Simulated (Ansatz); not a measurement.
# TaN: the cost of one run

Computed with Ansatz 0.2.0 (DFT PBE, scalar-relativistic, plane waves, PAW, unless a step's input says otherwise).

### Step 1. Starting point

It takes space group P-6m2 (No. 187, hexagonal). Conventional cell: a = 2.938 Å, b = 2.938 Å, c = 2.883 Å, α = 90.00°, β = 90.00°, γ = 120.00°. Ta (site symmetry -6m2) has 6 N at 2.23 Å in its first shell of neighbours. Around N (site symmetry -6m2) lie 6 Ta at 2.23 Å.

Coordinates:

```xyz
54
Lattice="8.8140 0.0000 0.0000 -4.4070 7.6331 0.0000 0.0000 0.0000 8.6490" Properties=species:S:1:pos:R:3 pbc="T T T"
Ta    0.0000    1.6963    1.4415
Ta    0.0000    1.6963    4.3245
Ta    0.0000    1.6963    7.2075
Ta   -1.4690    4.2406    1.4415
Ta   -1.4690    4.2406    4.3245
Ta   -1.4690    4.2406    7.2075
Ta   -2.9380    6.7850    1.4415
Ta   -2.9380    6.7850    4.3245
Ta   -2.9380    6.7850    7.2075
Ta    2.9380    1.6963    1.4415
Ta    2.9380    1.6963    4.3245
Ta    2.9380    1.6963    7.2075
Ta    1.4690    4.2406    1.4415
Ta    1.4690    4.2406    4.3245
Ta    1.4690    4.2406    7.2075
Ta    0.0000    6.7850    1.4415
Ta    0.0000    6.7850    4.3245
Ta    0.0000    6.7850    7.2075
Ta    5.8760    1.6963    1.4415
Ta    5.8760    1.6963    4.3245
Ta    5.8760    1.6963    7.2075
Ta    4.4070    4.2406    1.4415
Ta    4.4070    4.2406    4.3245
Ta    4.4070    4.2406    7.2075
Ta    2.9380    6.7850    1.4415
Ta    2.9380    6.7850    4.3245
Ta    2.9380    6.7850    7.2075
N     0.0000    0.0000    0.0000
N     0.0000    0.0000    2.8830
N     0.0000    0.0000    5.7660
N    -1.4690    2.5444    0.0000
N    -1.4690    2.5444    2.8830
N    -1.4690    2.5444    5.7660
N    -2.9380    5.0888    0.0000
N    -2.9380    5.0888    2.8830
N    -2.9380    5.0888    5.7660
N     2.9380    0.0000    0.0000
N     2.9380    0.0000    2.8830
N     2.9380    0.0000    5.7660
N     1.4690    2.5444    0.0000
N     1.4690    2.5444    2.8830
N     1.4690    2.5444    5.7660
N     0.0000    5.0888    0.0000
N     0.0000    5.0888    2.8830
N     0.0000    5.0888    5.7660
N     5.8760    0.0000    0.0000
N     5.8760    0.0000    2.8830
N     5.8760    0.0000    5.7660
N     4.4070    2.5444    0.0000
N     4.4070    2.5444    2.8830
N     4.4070    2.5444    5.7660
N     2.9380    5.0888    0.0000
N     2.9380    5.0888    2.8830
N     2.9380    5.0888    5.7660
```

The runs take a perfect supercell of 54 atoms; the defect goes to fractional position (0.111, 0.222, 0.167).

### Step 2. The perfect supercell

File input.yaml:

```yaml
crystal:
  lattice:
    - [8.814, 0.0, 0.0]
    - [-4.407, 7.633148, 0.0]
    - [0.0, 0.0, 8.649]
  atoms:
    - { symbol: Ta, position: [0.111111, 0.222222, 0.166667] }
    - { symbol: Ta, position: [0.111111, 0.222222, 0.5] }
    - { symbol: Ta, position: [0.111111, 0.222222, 0.833333] }
    - { symbol: Ta, position: [0.111111, 0.555556, 0.166667] }
    - { symbol: Ta, position: [0.111111, 0.555556, 0.5] }
    - { symbol: Ta, position: [0.111111, 0.555556, 0.833333] }
    - { symbol: Ta, position: [0.111111, 0.888889, 0.166667] }
    - { symbol: Ta, position: [0.111111, 0.888889, 0.5] }
    - { symbol: Ta, position: [0.111111, 0.888889, 0.833333] }
    - { symbol: Ta, position: [0.444444, 0.222222, 0.166667] }
    - { symbol: Ta, position: [0.444444, 0.222222, 0.5] }
    - { symbol: Ta, position: [0.444444, 0.222222, 0.833333] }
    - { symbol: Ta, position: [0.444444, 0.555556, 0.166667] }
    - { symbol: Ta, position: [0.444444, 0.555556, 0.5] }
    - { symbol: Ta, position: [0.444444, 0.555556, 0.833333] }
    - { symbol: Ta, position: [0.444444, 0.888889, 0.166667] }
    - { symbol: Ta, position: [0.444444, 0.888889, 0.5] }
    - { symbol: Ta, position: [0.444444, 0.888889, 0.833333] }
    - { symbol: Ta, position: [0.777778, 0.222222, 0.166667] }
    - { symbol: Ta, position: [0.777778, 0.222222, 0.5] }
    - { symbol: Ta, position: [0.777778, 0.222222, 0.833333] }
    - { symbol: Ta, position: [0.777778, 0.555556, 0.166667] }
    - { symbol: Ta, position: [0.777778, 0.555556, 0.5] }
    - { symbol: Ta, position: [0.777778, 0.555556, 0.833333] }
    - { symbol: Ta, position: [0.777778, 0.888889, 0.166667] }
    - { symbol: Ta, position: [0.777778, 0.888889, 0.5] }
    - { symbol: Ta, position: [0.777778, 0.888889, 0.833333] }
    - { symbol: "N", position: [0.0, 0.0, 0.0] }
    - { symbol: "N", position: [0.0, 0.0, 0.333333] }
    - { symbol: "N", position: [0.0, 0.0, 0.666667] }
    - { symbol: "N", position: [0.0, 0.333333, 0.0] }
    - { symbol: "N", position: [0.0, 0.333333, 0.333333] }
    - { symbol: "N", position: [0.0, 0.333333, 0.666667] }
    - { symbol: "N", position: [0.0, 0.666667, 0.0] }
    - { symbol: "N", position: [0.0, 0.666667, 0.333333] }
    - { symbol: "N", position: [0.0, 0.666667, 0.666667] }
    - { symbol: "N", position: [0.333333, 0.0, 0.0] }
    - { symbol: "N", position: [0.333333, 0.0, 0.333333] }
    - { symbol: "N", position: [0.333333, 0.0, 0.666667] }
    - { symbol: "N", position: [0.333333, 0.333333, 0.0] }
    - { symbol: "N", position: [0.333333, 0.333333, 0.333333] }
    - { symbol: "N", position: [0.333333, 0.333333, 0.666667] }
    - { symbol: "N", position: [0.333333, 0.666667, 0.0] }
    - { symbol: "N", position: [0.333333, 0.666667, 0.333333] }
    - { symbol: "N", position: [0.333333, 0.666667, 0.666667] }
    - { symbol: "N", position: [0.666667, 0.0, 0.0] }
    - { symbol: "N", position: [0.666667, 0.0, 0.333333] }
    - { symbol: "N", position: [0.666667, 0.0, 0.666667] }
    - { symbol: "N", position: [0.666667, 0.333333, 0.0] }
    - { symbol: "N", position: [0.666667, 0.333333, 0.333333] }
    - { symbol: "N", position: [0.666667, 0.333333, 0.666667] }
    - { symbol: "N", position: [0.666667, 0.666667, 0.0] }
    - { symbol: "N", position: [0.666667, 0.666667, 0.333333] }
    - { symbol: "N", position: [0.666667, 0.666667, 0.666667] }
basis:
  ecutwfc: 420
  fft_grid_basis: typed
kpoints:
  mp_grid: { grid: [3, 3, 2] }
hamiltonian:
  xc: pbe
  pseudopotentials: { kind: paw }
scf:
  occupations: { method: gaussian, width: 0.05 }
output:
  forces: true
  stress: false
  eigenvalues: true
  bader: false
  write_density: true
  volumetric_format: npy
```

On the command line:

```
> ansatz run input.yaml --threads 8 --pin off --max-ram 16384MiB --backend cpu --events-out ev --progress --plain --runs-dir out
```

**Question.** How long does this run take on 8 threads of AMD EPYC 9R45 (Zen 5), shared host, and how much memory does it need?

About 7.2 s, with a peak of 4.3 GiB.
